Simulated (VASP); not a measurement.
## CaO (distorted zincblende), LDA single-point calculation: Ansatz's output and VASP's

```
Ca O
1.0
     0.00760    2.66190    2.71330
     2.53620    0.10890    2.61190
     2.53420    2.55860    0.11100
Ca O
1 1
Direct
  0.01780 0.03310 0.96000
  0.24110 0.21480 0.28830
```

Ansatz printed

```
SCF 1 converged in 6 iterations: F = -2330.708192 eV  dr2 = 4.44e-8
  greatest PAW one-centre occupation: 0.996 electrons in one spin orbital (limit 2), on the Ca atom at site 0 (counted from 0), in its partial waves of l = 0
SCF converged after 6 iterations
Free energy (F): -2330.708192 eV
Harris-Foulkes:  -2330.708192 eV  (|F-HF|=3.78e-9)
Internal energy: -2330.708192 eV  (E = F + TS)
E sigma→0 (E₀):  -2330.708192 eV
Fermi energy:    6.381632 eV
--- Per-component energies (eV) ---
  E_band       = -135.935954
  E_kinetic    = 456.815349
  E_local      = -1114.575748  (includes V_loc(G=0)·N_el)
  E_nonlocal   = 117.560975
  E_hartree    = 386.626702
  E_xc         = -209.815231
  E_vxc        = -266.000223  (∫ρ·V_xc dr)
  E_paw        = -963.639594  (= ΣΔE_a)
  E_vpaw       = -102.992859  (= ΣTr[D̂ρ^β])
  E_aug_tail   = 0.002483  (compensation charges beyond the density's cutoff)
  E_ewald      = -1004.063216
  E_core_change = 0.380087  (= ΣΔE_core)
  E_smearing   = -0.000000  (= −TS)
  E_closure    = -0.000000  (closes the sum)
  Σ components = -2330.708192   (vs F -2330.708192, Δ=0.00e0)
--- Forces (eV/Å), atoms counted from 1 ---
  atom   1  Ca     1.67144491     1.58402791    -2.07177596
  atom   2  O     -1.67138866    -1.58394218     2.07166694
  max |Σ_I F_I| component: 1.09e-4 eV/Å
--- Stress (GPa, compression-positive) ---
        6.809348       9.987245      -7.651426
        9.987247       4.940186      -8.348759
       -7.651428      -8.348759       2.141622
  P = ⅓ Tr σ = 4.6304 GPa (46.304 kbar)
--- Band table (eV; the first three rows and the last of 260) ---
  k-point 0: bands = ["-31.6549", "-13.1034", "-12.8283", "-12.8027", "-9.6493", "3.7641", "3.9953", "4.1735", "7.9409", "12.6344", "12.9494", "13.9507"]
  k-point 1: bands = ["-31.6429", "-13.3237", "-12.8428", "-12.8184", "-9.4092", "3.7968", "3.9172", "4.2185", "8.4555", "12.3092", "12.5937", "14.3887"]
  k-point 2: bands = ["-31.6137", "-13.7677", "-12.8739", "-12.8555", "-8.9337", "3.6894", "4.1688", "4.3300", "9.3690", "11.8470", "12.3876", "14.3956"]
  k-point 259: bands = ["-31.5980", "-13.9306", "-12.9714", "-12.8612", "-8.7204", "3.4836", "4.1253", "4.5734", "10.7797", "12.1684", "12.7031", "13.6672"]
```

Datasets and cutoffs are each program's own. VASP's cell holds 16 valence electrons and Ansatz's 16. LDA means the Perdew–Zunger form with relativistic exchange in VASP and the Perdew–Wang form in Ansatz. Ansatz's stress includes a Pulay correction; VASP's doesn't.

**Question.** What does VASP give for the same cell and level of theory?

**Answer.** gap between bands v and c on the k mesh 3.15 eV; least direct gap on the k mesh 3.78 eV; pressure 5.5 GPa; largest force 3.23 eV/Å.

From OUTCAR

```
k-points           NKPTS =    260   k-points in BZ     NKDIM =    260   number of bands    NBANDS=     15

   NELECT =      16.0000    total number of electrons

   dimension x,y,z NGX =    28 NGY =   28 NGZ =   28
   dimension x,y,z NGXF=    56 NGYF=   56 NGZF=   56

  energy-cutoff  :      520.00
  volume of cell :       33.68
      direct lattice vectors                 reciprocal lattice vectors
     0.007600000  2.661900000  2.713300000    -0.198077139  0.188184426  0.184490201
     2.536200000  0.108900000  2.611900000     0.197366248 -0.204148924  0.199728757
     2.534200000  2.558600000  0.111000000     0.197673865  0.203745679 -0.200439665

 k-points in reciprocal lattice and weights: KPOINTS created by Atomic Simulation Env
   0.00000000  0.00000000  0.00000000       0.002
   0.12500000  0.00000000 -0.00000000       0.004
   0.25000000  0.00000000 -0.00000000       0.004
   0.37500000 -0.00000000 -0.00000000       0.004
   0.50000000  0.00000000 -0.00000000       0.002
  -0.00000000  0.12500000  0.00000000       0.004
   0.12500000  0.12500000  0.00000000       0.004
   0.25000000  0.12500000 -0.00000000       0.004
   ...

 E-fermi :   0.9190

 k-point     1 :       0.0000    0.0000    0.0000
  band No.  band energies     occupation
      1     -35.9225      2.00000
      2     -17.4241      2.00000
      3     -17.1485      2.00000
      4     -17.1215      2.00000
      5     -13.9943      2.00000
      6      -0.5996      2.00000
      7      -0.3643      2.00000
      8      -0.1885      2.00000
      9       3.5868      0.00000
     10       8.2722      0.00000
     11       8.5883      0.00000
     12       9.5983      0.00000
     13      10.4886      0.00000
     14      11.4924      0.00000
     15      16.2020      0.00000

 k-point     2 :       0.1250    0.0000   -0.0000
  band No.  band energies     occupation
      1     -35.9146      2.00000
      2     -17.5114      2.00000
      3     -17.1971      2.00000
      4     -17.1322      2.00000
      5     -13.8713      2.00000
      6      -0.6787      2.00000
      7      -0.3772      2.00000
      8      -0.2086      2.00000
      9       4.1274      0.00000
     10       8.2381      0.00000
     11       8.4192      0.00000
     12       9.5832      0.00000
     13      10.4999      0.00000
     14      11.4450      0.00000
     15      15.2156      0.00000

 k-point     3 :       0.2500    0.0000   -0.0000
  band No.  band energies     occupation
      1     -35.8955      2.00000
      2     -17.7517      2.00000
      3     -17.2597      2.00000
      4     -17.1480      2.00000
      5     -13.6149      2.00000
      6      -0.8670      2.00000
      7      -0.3803      2.00000
      8      -0.1111      2.00000
      9       5.2983      0.00000
     10       8.1132      0.00000
     11       8.3340      0.00000
     12       9.3751      0.00000
     13      10.4990      0.00000
     14      11.2888      0.00000
     15      13.4453      0.00000

 k-point     4 :       0.3750   -0.0000   -0.0000
  band No.  band energies     occupation
      1     -35.8763      2.00000
      2     -17.9843      2.00000
      3     -17.2959      2.00000
      4     -17.1622      2.00000
      5     -13.4019      2.00000
      6      -0.9320      2.00000
      7      -0.4057      2.00000
      8       0.0383      2.00000
      9       6.3825      0.00000
     10       7.9721      0.00000
     11       8.4972      0.00000
     12       9.1604      0.00000
     13      10.3319      0.00000
     14      11.0527      0.00000
     15      12.2996      0.00000

 k-point     5 :       0.5000    0.0000   -0.0000
  band No.  band energies     occupation
      1     -35.8683      2.00000
      2     -18.0755      2.00000
      3     -17.3085      2.00000
      4     -17.1679      2.00000
      5     -13.3238      2.00000
      6      -0.9238      2.00000
      7      -0.4218      2.00000
      8       0.1038      2.00000
      9       6.8477      0.00000
     10       7.9470      0.00000
     11       8.3445      0.00000
     12       9.3767      0.00000
     13      10.1710      0.00000
     14      10.8000      0.00000
     15      12.0555      0.00000

 k-point     6 :      -0.0000    0.1250    0.0000
  band No.  band energies     occupation
      1     -35.9123      2.00000
      2     -17.4961      2.00000
      3     -17.2150      2.00000
      4     -17.1364      2.00000
      5     -13.8838      2.00000
      6      -0.6072      2.00000
      7      -0.4147      2.00000
      8      -0.2913      2.00000
      9       4.2078      0.00000
     10       8.1924      0.00000
     11       8.4686      0.00000
     12       9.4583      0.00000
     13      10.6083      0.00000
     14      11.4894      0.00000
     15      16.2933      0.00000

 ...

  Total        1.6294084      1.2205745      0.6134727      2.2220513     -1.8188753     -1.6859651
  in kB       77.5179368     58.0679584     29.1855235    105.7125021    -86.5316896    -80.2085832
  external PRESSURE =      54.9238062 kB  Pullay stress =       0.0000000 kB

 POSITION                                       TOTAL-FORCE (eV/Angst)
 -----------------------------------------------------------------------------------
      2.51692      2.50724      0.24131         1.752297      1.646693     -2.150076
      1.27722      1.40282      1.24721        -1.752297     -1.646693      2.150076
 -----------------------------------------------------------------------------------
    total drift:                                0.000073     -0.000024      0.000151

  FREE ENERGIE OF THE ION-ELECTRON SYSTEM (eV)
  ---------------------------------------------------
  free  energy   TOTEN  =       -13.2742226446 eV

  energy  without entropy=      -13.2742226446  energy(sigma->0) =      -13.27422264
```
